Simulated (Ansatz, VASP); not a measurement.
Be: VASP beside Ansatz

Contents of INCAR:

```
SYSTEM = Be
  PREC = Accurate
  ENCUT = 520
  EDIFF = 1E-6
  ISMEAR = 0
  SIGMA = 0.1
  LREAL = .False.
  LASPH = .True.
  NELM = 100
  ALGO = Normal
  ISIF = 2
  LWAVE = .False.
  LCHARG = .False.
  GGA = PE
  NBANDS = 7
```

The input KPOINTS:

```
regular mesh
0
Gamma
  8 8 8
  0 0 0
```

Contents of POSCAR:

```
Be
1.0
    2.4993748902      0.0000000000      0.0000000000
    0.0000000000      2.4993748902      0.0000000000
    0.0000000000      0.0000000000      2.4993748902
Be
1
Direct
    0.0000000000      0.0000000000      0.0000000000
```

Input for Ansatz:

```yaml
crystal:
  lattice:
    - [2.4993748902, 0.0, 0.0]
    - [0.0, 2.4993748902, 0.0]
    - [0.0, 0.0, 2.4993748902]
  atoms:
    - { symbol: Be, position: [0.0, 0.0, 0.0] }
basis:
  ecutwfc: 420
kpoints:
  mp_grid: { grid: [8, 8, 8] }
hamiltonian:
  xc: pbe
scf:
  occupations: { method: gaussian, width: 0.1 }
output:
  forces: true
  stress: true
  eigenvalues: true
```

Alike in both runs: task single point; functional PBE; k mesh 8 × 8 × 8; occupations gaussian, width 0.1 eV; no spin polarisation.

```csv
,VASP,Ansatz
version,VASP 6.6.1,Ansatz 0.2.0
potentials or method,"VASP PAW PBE potentials, release 64 (Be)","scalar-relativistic, plane waves, PAW"
plane-wave cutoff (eV),520,420
valence electrons in the cell,2,2
```

|  | VASP | Ansatz | Ansatz less VASP |
| --- | --- | --- | --- |
| gap on the k mesh at the Fermi level (eV) | none | none | - |
| pressure (GPa) | -15.5 | -15.5 | -0.01 |

A gap of «none» marks a metal or a gap that the smearing closes. The functional is the same, so the differences come from potentials, cutoffs and numerics.

Caveats: so large a pressure means that the cell lies far from this level's equilibrium, or that cutoff or potentials fall short (VASP).
